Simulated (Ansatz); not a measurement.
# Cost and result for the equilibrium volume of Sn

```
Sn
1.0
     0.00000    3.23334    3.23334
     3.23334    0.00000    3.23334
     3.23334    3.23334    0.00000
Sn
2
Direct
  0.75000 0.75000 0.75000
  0.50000 0.50000 0.50000
```

This isn't the form of Sn at room conditions, which is tetragonal (white tin).

| rung | level | program and potentials | cutoff (eV) | k mesh | smearing | task | core time | chip | equilibrium volume (Å³/atom) | miss | notes |
| --- | --- | --- | --- | --- | --- | --- | --- | --- | --- | --- | --- |
| GGA | PBE | Ansatz, Ansatz PAW | 420 | 7 × 7 × 7 | fermi-dirac 0.05 | relaxation of cell and atoms | 4.9 s | Intel Xeon Platinum 8488C Sapphire Rapids | 36.86 | +7.9 % | - |
| GGA + dispersion | PBEsol+D4 | Ansatz, Ansatz PAW | 420 | 7 × 7 × 7 | fermi-dirac 0.05 | relaxation of cell and atoms | 10 s | Intel Xeon Skylake/Cascade Lake | 34.30 | +0.4 % | potentials made for PBE, which Ansatz adapts in part |
| GGA + dispersion | PBEsol+D3(BJ) | Ansatz, Ansatz PAW | 420 | 7 × 7 × 7 | fermi-dirac 0.05 | relaxation of cell and atoms | 10 s | Intel Xeon Skylake/Cascade Lake | (a) | ? | potentials made for PBE, which Ansatz adapts in part |
| GGA + dispersion | RPBE+D4 | Ansatz, Ansatz PAW | 420 | 7 × 7 × 7 | fermi-dirac 0.05 | relaxation of cell and atoms | 12 s | Intel Xeon Skylake/Cascade Lake | 35.32 | +3.4 % | potentials made for PBE, which Ansatz adapts in part |
| GGA + dispersion | revPBE+D3(BJ) | Ansatz, Ansatz PAW | 420 | 7 × 7 × 7 | fermi-dirac 0.05 | relaxation of cell and atoms | 12 s | Intel Xeon Skylake/Cascade Lake | 35.21 | +3.1 % | potentials made for PBE, which Ansatz adapts in part |
| meta-GGA + dispersion | r2SCAN+D3(BJ) | Ansatz, Ansatz PAW | 500 | 7 × 7 × 7 | fermi-dirac 0.05 | equation of state | 33 s | Intel Xeon Platinum 8259CL Skylake/Cascade Lake | 34.91 | +2.2 % | potentials made for PBE, which Ansatz adapts in part |
| hybrid | HSEsol | Ansatz, Ansatz PAW | 420 | 4 × 4 × 4 | fermi-dirac 0.05 | relaxation of cell and atoms | 2.5 min | Intel Xeon Skylake/Cascade Lake | 34.50 | +1.0 % | coarse mesh; potentials made for PBE, which Ansatz adapts in part |
| hybrid | LC-wPBE | Ansatz, Ansatz PAW | 420 | 4 × 4 × 4 | fermi-dirac 0.05 | equation of state | 3.4 min | Arm Neoverse V1 | 32.74 | -4.2 % | coarse mesh; potentials made for PBE, which Ansatz adapts in part |

Times are single runs on shared hosts and different chips, so they are rough; meshes, cutoffs and the tasks' sizes weigh on the time. All rows: no spin polarisation. Smearing widths are in eV. For a metal such meshes aren't converged. Meshes differ between rows, which moves values too. Meshes are those of the run's cell of 2 atoms unless a note names another. Relaxations start from the cell shown or near it and stop with a little pressure left. The cell shown, of 33.80 Å³ an atom, is the runs' start and not the measured value. Misses use the values as printed. Runs on faulty files, with rough fits or with known faults for this quantity aren't shown. No row holds spin-orbit coupling.

Measured: 34.16 Å³/atom at 300 K (a printed reference work). The runs are for a static lattice.

Estimate the value left out from the other rows.

(a) 33.88 Å³/atom, miss -0.8 %.
